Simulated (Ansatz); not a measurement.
**Rh: how the axes shrink under pressure**

Rh, P6_3/mmc, a = 2.689 Å, c = 4.329 Å. This isn't the element's structure at ambient conditions. Ansatz: PBEsol, PAW, 420 eV, Γ-centred 18×18×10 mesh on 2 atoms, Gaussian smearing 0.10 eV; no spin polarisation. Cell and atoms are relaxed at each pressure, and no other structure is tried, so the rows at high pressure may lie past a change of phase. y = 100 ln(c/c0) with c0 = 4.3290 Å, so nearly a change in per cent. The pressures are the targets, met within 0.03 GPa.

| P (GPa) | y | 100 ln(a/a0) |
| --- | --- | --- |
| -1.0 | 0.11 | 0.12 |
| 0.0 | 0.00 | 0.00 |
| 1.0 | -0.11 | -0.11 |
| 4.0 | -0.41 | -0.45 |
| 12.0 | ? | ? |
| 25.0 | -2.26 | -2.43 |
| 50.0 | -3.96 | -4.24 |
| 90.0 | -6.07 | -6.49 |

Q: Fit y = c1 P + c2 P² to the other rows, give the linear compressibility along c, and predict the missing y.

A: Least squares on the rows shown. y = −0.09630 P + 0.0003220 P². The linear compressibility along c is −c1/100 = 0.96 per TPa, against 1.03 along a from the same fit to the last column (its missing entry is -1.27): the crystal is about as stiff along both at low pressure. The runs next to zero pressure give 1.11 and 1.15, so a parabola over the whole range misstates the start. With a term in P³ added, the coefficient of P becomes -0.1048, 9 % more, which shows how far this figure hangs on the form. At P = 12.0 the fit asked for gives -1.11. The run gave -1.18, so the fit is 0.07 too high, 1.1 % of the span of the series, against an rms of 0.03 on the fitted rows. With a term in P³ added, a fit to the same known rows predicts -1.17, so most of the miss is curvature that the known rows already hold.